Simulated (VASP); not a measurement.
# TlBr (Pm-3m) in VASP: further runs

One crystal, TlBr, is run at these levels: PBE+D3(BJ); tasks: single point.

All numbers are computed with VASP 6.6.1; they aren't measurements. Logs are shortened: lines on timing, memory, paths and dates and some standing lists are left out, and cuts for length are marked.

### 1 Starting point

It takes space group Pm-3m (No. 221, cubic). Conventional cell: a = 3.980 Å, b = 3.980 Å, c = 3.980 Å, α = 90.00°, β = 90.00°, γ = 90.00°. Tl (site symmetry m-3m) has 8 Br at 3.45 Å as nearest neighbours. Br (site symmetry m-3m) is surrounded by 8 Tl at 3.45 Å.

### 2 Single point, PBE+D3(BJ)

Contents of INCAR:

```
PREC     = Accurate       # precision mode
ENCUT    = 520            # plane-wave cutoff, eV
EDIFF    = 1E-7           # SCF threshold, eV
ISMEAR   = 0              # smearing method
SIGMA    = 0.1            # smearing width, eV
LREAL    = False          # projectors in reciprocal space
LASPH    = True           # aspherical terms in the spheres
NELM     = 100            # most SCF steps
ALGO     = Normal         # electronic algorithm
ISIF     = 2              # what is computed and relaxed
LWAVE    = False          # write WAVECAR
LCHARG   = False          # write CHGCAR
GGA      = PE             # functional
IVDW     = 12             # dispersion correction
NBANDS   = 17             # bands
```

Contents of KPOINTS:

```
regular mesh
0
Gamma
  4 4 4
```

Contents of POSCAR:

```
TlBr
1.0
    3.9800000000      0.0000000000      0.0000000000
    0.0000000000      3.9800000000      0.0000000000
    0.0000000000      0.0000000000      3.9800000000
Tl Br
1 1
Direct
    0.0000000000      0.0000000000      0.0000000000
    0.5000000000      0.5000000000      0.5000000000
```

Potentials or basis: VASP PAW PBE potentials, release 64 (Tl_d, Br).

Command:

```sh
$ cat potpaw_PBE.64/Tl_d/POTCAR potpaw_PBE.64/Br/POTCAR > POTCAR
$ mpirun -np 1 vasp_std > vasp.out
```

OUTCAR:

```text
PREC = Accurate
   ENCUT = 520
   EDIFF = 1E-7
   ISMEAR = 0
   LREAL = False
   LASPH = True
   NELM = 100
   ISIF = 2
   GGA = PE
   IVDW = 12
 IVDW          = 12

 ion  position               nearest neighbor table
   1  0.000  0.000  0.000-   2 3.45   2 3.45   2 3.45   2 3.45   2 3.45   2 3.45   2 3.45   2 3.45

   2  0.500  0.500  0.500-   1 3.45   1 3.45   1 3.45   1 3.45   1 3.45   1 3.45   1 3.45   1 3.45

  LATTYP: Found a simple cubic cell.
 ALAT       =     3.9800000000

  Lattice vectors:

 A1 = (   3.9800000000,   0.0000000000,   0.0000000000)
 A2 = (   0.0000000000,   3.9800000000,   0.0000000000)
 A3 = (   0.0000000000,   0.0000000000,   3.9800000000)

Analysis of symmetry for initial positions (statically):
=====================================================================
 Subroutine PRICEL returns:
 Original cell was already a primitive cell.

 Routine SETGRP: Setting up the symmetry group for a
 simple cubic supercell.

 Subroutine GETGRP returns: Found 48 space group operations
 (whereof 48 operations were pure point group operations)
 out of a pool of 48 trial point group operations.

The static configuration has the point symmetry O_h .

Analysis of symmetry for dynamics (positions and initial velocities):
=====================================================================
 Subroutine PRICEL returns:
 Original cell was already a primitive cell.

 Routine SETGRP: Setting up the symmetry group for a
 simple cubic supercell.

 Subroutine GETGRP returns: Found 48 space group operations
 (whereof 48 operations were pure point group operations)
 out of a pool of 48 trial point group operations.

The dynamic configuration has the point symmetry O_h .

 Subroutine INISYM returns: Found 48 space group operations
 (whereof 48 operations are pure point group operations),
 and found     1 'primitive' translations

----------------------------------------------------------------------------------------

                                     Primitive cell

  volume of cell :      63.0448

  direct lattice vectors                    reciprocal lattice vectors
     3.980000000  0.000000000  0.000000000     0.251256281  0.000000000  0.000000000
     0.000000000  3.980000000  0.000000000     0.000000000  0.251256281  0.000000000
     0.000000000  0.000000000  3.980000000     0.000000000  0.000000000  0.251256281

  length of vectors
     3.980000000  3.980000000  3.980000000     0.251256281  0.251256281  0.251256281

  position of ions in fractional coordinates (direct lattice)
     0.000000000  0.000000000  0.000000000
     0.500000000  0.500000000  0.500000000

  ion indices of the primitive-cell ions
   primitive index   ion index
                 1           1
                 2           2

----------------------------------------------------------------------------------------

 KPOINTS: regular mesh

Automatic generation of k-mesh.
 Grid dimensions read from file:
 generate k-points for:    4    4    4

 Generating k-lattice:

  Cartesian coordinates                     Fractional coordinates (reciprocal lattice)
     0.062814070  0.000000000  0.000000000     0.250000000  0.000000000  0.000000000
     0.000000000  0.062814070  0.000000000     0.000000000  0.250000000  0.000000000
     0.000000000  0.000000000  0.062814070     0.000000000  0.000000000  0.250000000

  Length of vectors
     0.062814070  0.062814070  0.062814070

  Shift w.r.t. Gamma in fractional coordinates (k-lattice)
     0.000000000  0.000000000  0.000000000

 Subroutine IBZKPT returns following result:
 ===========================================

 Found     10 irreducible k-points:

 Following reciprocal coordinates:
            Coordinates               Weight
  0.000000  0.000000  0.000000      1.000000
  0.250000  0.000000  0.000000      6.000000
  0.500000  0.000000  0.000000      3.000000
  0.250000  0.250000  0.000000     12.000000
  0.500000  0.250000  0.000000     12.000000
  0.500000  0.500000  0.000000      3.000000
  0.250000  0.250000  0.250000      8.000000
  0.500000  0.250000  0.250000     12.000000
  0.500000  0.500000  0.250000      6.000000
  0.500000  0.500000  0.500000      1.000000
   k-points           NKPTS =     10   k-points in BZ     NKDIM =     10   number of bands    NBANDS=     17
   number of dos      NEDOS =    301   number of ions     NIONS =      2
   total plane-waves  NPLWV =  27000
   dimension x,y,z NGX =    30 NGY =   30 NGZ =   30
   dimension x,y,z NGXF=    60 NGYF=   60 NGZF=   60
   ions per type =               1   1
   NGX,Y,Z   is equivalent  to a cutoff of  12.53, 12.53, 12.53 a.u.
   NGXF,Y,Z  is equivalent  to a cutoff of  25.06, 25.06, 25.06 a.u.
 SYSTEM =  unknown system
   PREC   = accura    normal or accurate (medium, high low for compatibility)
   ISTART =      0    job   : 0-new  1-cont  2-samecut
   ICHARG =      2    charge: 1-file 2-atom 10-const
   ISPIN  =      1    spin polarized calculation?
   LNONCOLLINEAR =      F non collinear calculations
   LSORBIT =      F    spin-orbit coupling
   LASPH  =      T    aspherical Exc in radial PAW
   ENCUT  =  520.0 eV  38.22 Ry    6.18 a.u.   7.40  7.40  7.40*2*pi/ulx,y,z
   NELM   =    100;   NELMIN=  2; NELMDL= -5     # of ELM steps
   EDIFF  = 0.1E-06   stopping-criterion for ELM
   LREAL  =      F    real-space projection
   EDIFFG = 0.1E-05   stopping-criterion for IOM
   NSW    =      0    number of steps for IOM
   IBRION =     -1    ionic relax: 0-MD 1-quasi-New 2-CG
   NFREE  =      0    steps in history (QN), initial steepest desc. (CG)
   ISIF   =      2    stress and relaxation
   ISYM   =      2    0-nonsym 1-usesym 2-fastsym
   POTIM  = 0.5000    time-step for ionic-motion
   TEBEG  =    0.0;   TEEND  =   0.0 temperature during run
   PSTRESS=    0.0 pullay stress
   NELECT =      20.0000    total number of electrons
   NUPDOWN=      -1.0000    fix difference up-down
   EMIN   =  10.00;   EMAX   =-10.00  energy-range for DOS
   EFERMI =   0.00;   METHOD = LEGACY
   ISMEAR =     0;   SIGMA  =   0.10  broadening in eV -4-tet -1-fermi 0-gaus
   EFERMI_NEDOS =   21; number of points for ismear=-14 and -15
   IALGO  =     38    algorithm
   IMIX   =      4    mixing-type and parameters
     AMIX     =   0.40;   BMIX     =  1.00
     AMIX_MAG =   1.60;   BMIX_MAG =  1.00
  volume/ion in A,a.u.               =      31.52       212.72
  Fermi-wavevector in a.u.,A,eV,Ry     =   1.116525  2.109926 16.961403  1.246628
  Thomas-Fermi vector in A             =   2.253140
   LORBIT       =      0    0 simple, 1 ext, 2 COOP (PROOUT), +10 PAW based schemes
   GGA     = PE    functional components
   LHFCALC =     F    Hartree Fock is set to
   AEXX    =    0.0000 exact exchange contribution
   IVDW    =    12    specifies the selected vdW correction
   LEPSILON=     F    determine dielectric tensor
   LRPA    =     F    only Hartree local field effects (RPA)
 non-spin polarized calculation
 Gauss-broadening in eV      SIGMA  =   0.10
  energy-cutoff  :      520.00
  volume of cell :       63.04
 maximum number of plane-waves:      1743
 NGX is ok and might be reduce to    30
   NGX = 15   NGY = 15   NGZ = 15

 number of electron      20.0000005 magnetization

 Free energy of the ion-electron system (eV)
  ---------------------------------------------------
  ext. energy  EPLUGINS =         0.00000000
  ---------------------------------------------------
  free energy    TOTEN  =        -5.52069946 eV

  energy without entropy =       -5.52069946  energy(sigma->0) =       -5.52069946

 E-fermi :   2.8781     XC(G=0):  -8.9665

 val. band max:        2.3900572398   @ k =   0.5000   0.0000   0.0000
 cond. band min:       4.2451705841   @ k =   0.5000   0.0000   0.0000
 fundamental gap:      1.8551133443
 Fermi energy:         2.8780755956

 k-point     1 :       0.0000    0.0000    0.0000
  band No.  band energies     occupation
      1     -11.3371      2.00000
      2      -7.7273      2.00000
      3      -7.7273      2.00000
      4      -7.5506      2.00000
      5      -7.5506      2.00000
      6      -7.5506      2.00000
[... 9 lines left out ...]
     16      13.5442      0.00000
     17      15.8300      0.00000

 k-point     2 :       0.2500    0.0000    0.0000
  band No.  band energies     occupation
      1     -11.2224      2.00000
      2      -7.7221      2.00000
      3      -7.6621      2.00000
      4      -7.5808      2.00000
      5      -7.5808      2.00000
      6      -7.5478      2.00000
[... 9 lines left out ...]
     16      14.4657      0.00000
     17      15.6120      0.00000

 k-point     3 :       0.5000    0.0000    0.0000
  band No.  band energies     occupation
      1     -11.0998      2.00000
      2      -7.7170      2.00000
      3      -7.6107      2.00000
      4      -7.6107      2.00000
      5      -7.6003      2.00000
      6      -7.5452      2.00000
[... 9 lines left out ...]
     16      15.5960      0.00000
     17      15.9180      0.00000

 k-point     4 :       0.2500    0.2500    0.0000
  band No.  band energies     occupation
      1     -11.1349      2.00000
      2      -7.6893      2.00000
      3      -7.6196      2.00000
      4      -7.5851      2.00000
      5      -7.5783      2.00000
      6      -7.5722      2.00000
[... 9 lines left out ...]
     16      13.2778      0.00000
     17      13.7637      0.00000

 k-point     5 :       0.5000    0.2500    0.0000
  band No.  band energies     occupation
      1     -11.0437      2.00000
      2      -7.6768      2.00000
      3      -7.6023      2.00000
      4      -7.5852      2.00000
      5      -7.5696      2.00000
      6      -7.5581      2.00000
[... 9 lines left out ...]
     16      13.8418      0.00000
     17      14.4942      0.00000

 k-point     6 :       0.5000    0.5000    0.0000
  band No.  band energies     occupation
      1     -10.9867      2.00000
      2      -7.6546      2.00000
      3      -7.5938      2.00000
      4      -7.5938      2.00000
      5      -7.5538      2.00000
      6      -7.4992      2.00000
[... 9 lines left out ...]
     16      12.8996      0.00000
     17      12.8996      0.00000

 k-point     7 :       0.2500    0.2500    0.2500
  band No.  band energies     occupation
      1     -11.0546      2.00000
      2      -7.6197      2.00000
      3      -7.6197      2.00000
      4      -7.6056      2.00000
      5      -7.6056      2.00000
      6      -7.5619      2.00000
[... 9 lines left out ...]
     16      13.5166      0.00000
     17      15.9734      0.00000

 k-point     8 :       0.5000    0.2500    0.2500
  band No.  band energies     occupation
      1     -10.9710      2.00000
      2      -7.6471      2.00000
      3      -7.6108      2.00000
      4      -7.6060      2.00000
      5      -7.5741      2.00000
      6      -7.5421      2.00000
[... 9 lines left out ...]
     16      13.3884      0.00000
     17      16.7961      0.00000

 k-point     9 :       0.5000    0.5000    0.2500
  band No.  band energies     occupation
      1     -10.8955      2.00000
      2      -7.6402      2.00000
      3      -7.6402      2.00000
      4      -7.6160      2.00000
      5      -7.5753      2.00000
      6      -7.4977      2.00000
[... 9 lines left out ...]
     16      14.2013      0.00000
     17      17.0127      0.00000

 k-point    10 :       0.5000    0.5000    0.5000
  band No.  band energies     occupation
      1     -10.7983      2.00000
      2      -7.6850      2.00000
      3      -7.6850      2.00000
      4      -7.6850      2.00000
      5      -7.4963      2.00000
      6      -7.4963      2.00000
[... 9 lines left out ...]
     16      15.2141      0.00000
     17      18.6244      0.00000

------------------------ aborting loop because EDIFF is reached ----------------------------------------

 Edisp (eV)   -0.54797

 E8    (eV) :    -0.2574

  FORCE on cell =-STRESS in cart. coord.  units (eV):
  Direction    XX          YY          ZZ          XY          YZ          ZX
  --------------------------------------------------------------------------------------
  -------------------------------------------------------------------------------------
  Total       0.03680     0.03680     0.03680     0.00000     0.00000    -0.00000
  in kB       0.93515     0.93515     0.93515     0.00000     0.00000    -0.00000
  external pressure =        0.94 kB  Pullay stress =        0.00 kB

 VOLUME and BASIS-vectors are now :
 -----------------------------------------------------------------------------
  energy-cutoff  :      520.00
  volume of cell :       63.04
      direct lattice vectors                 reciprocal lattice vectors
     3.980000000  0.000000000  0.000000000     0.251256281  0.000000000  0.000000000
     0.000000000  3.980000000  0.000000000     0.000000000  0.251256281  0.000000000
     0.000000000  0.000000000  3.980000000     0.000000000  0.000000000  0.251256281

 POSITION                                       TOTAL-FORCE (eV/Angst)
 -----------------------------------------------------------------------------------
      0.00000      0.00000      0.00000         0.000000      0.000000      0.000000
      1.99000      1.99000      1.99000         0.000000      0.000000      0.000000
 -----------------------------------------------------------------------------------
    total drift:                                0.000000     -0.000000     -0.000000

  FREE ENERGIE OF THE ION-ELECTRON SYSTEM (eV)
  ---------------------------------------------------
  free  energy   TOTEN  =        -6.0686648051 eV

  energy  without entropy=       -6.0686648051  energy(sigma->0) =       -6.06866481
```

Wall time 5.5 s (1 thread of Intel Xeon 6975P-C (Granite Rapids), shared host); peak memory 0.17 GiB.

Results:

```
Free energy                : -6.0687 eV
Pressure                   : 0.1 GPa
Band gap on the k mesh     : 1.86 eV, direct
Dispersion energy per atom : -0.274 eV
```

Levels at points of the mesh, in eV from the valence-band top:
| k point | band 8 | band 9 | band 10 | band 11 | band 12 | band 13 |
| --- | --- | --- | --- | --- | --- | --- |
| (0.00, 0.00, 0.00) | -1.30 | -1.30 | -1.30 | 7.01 | 7.01 | 7.22 |
| (0.50, 0.00, 0.00) | -0.80 | -0.80 | 0.00 | 1.86 | 5.76 | 5.76 |
| (0.50, 0.50, 0.00) | -2.93 | -2.93 | -0.71 | 4.87 | 4.87 | 7.38 |
| (0.50, 0.50, 0.50) | -1.92 | -1.92 | -1.92 | 2.14 | 2.14 | 2.14 |

Caveat: spin-orbit coupling is left out, which as a rule narrows the gap of such compounds by several tenths of an eV.

### 3 Single point, PBE+D3(BJ) (the database's cell and atoms)

Contents of INCAR:

```
PREC = Accurate
ENCUT = 520
EDIFF = 1E-6
ISMEAR = 0
SIGMA = 0.02
LREAL = F
LASPH = T
NELM = 100
ALGO = Fast
ISIF = 2
LWAVE = F
LCHARG = F
GGA = PE
IVDW = 12
NBANDS = 17
```

Contents of KPOINTS:

```
Automatic mesh
0
Gamma
  8 8 8
```

POSCAR is that of step 2.

Potentials or basis: VASP PAW PBE potentials, release 64 (Tl_d, Br).

Command:

```sh
$ cat potpaw_PBE.64/Tl_d/POTCAR potpaw_PBE.64/Br/POTCAR > POTCAR
$ mpirun -np 1 vasp_std > vasp.out
```

Run time: 17 s. Hardware: 1 thread of Intel Xeon 6975P-C (Granite Rapids), shared host; peak memory 0.19 GiB.

The run converged. Its results:

- Free energy: -6.0806 eV
- Pressure: 0.0 GPa
- Band gap on the k mesh: 1.86 eV, direct
- Dispersion energy per atom: -0.274 eV

Levels at points of the mesh, in eV from the valence-band top:
| k point | band 7 | band 8 | band 9 | band 10 | band 11 | band 12 | band 13 | band 14 |
| --- | --- | --- | --- | --- | --- | --- | --- | --- |
| (0.00, 0.00, 0.00) | -4.65 | -1.30 | -1.30 | -1.30 | 7.02 | 7.02 | 7.23 | 7.23 |
| (0.50, 0.00, 0.00) | -5.54 | -0.80 | -0.80 | 0.00 | 1.86 | 5.77 | 5.77 | 8.01 |
| (0.50, 0.50, 0.00) | -3.75 | -2.93 | -2.93 | -0.72 | 4.87 | 4.87 | 7.39 | 7.70 |
| (0.50, 0.50, 0.50) | -2.75 | -1.92 | -1.92 | -1.92 | 2.15 | 2.15 | 2.15 | 12.82 |

Caveat: spin-orbit coupling is left out, which as a rule narrows the gap of such compounds by several tenths of an eV. A k mesh can miss the band edges.
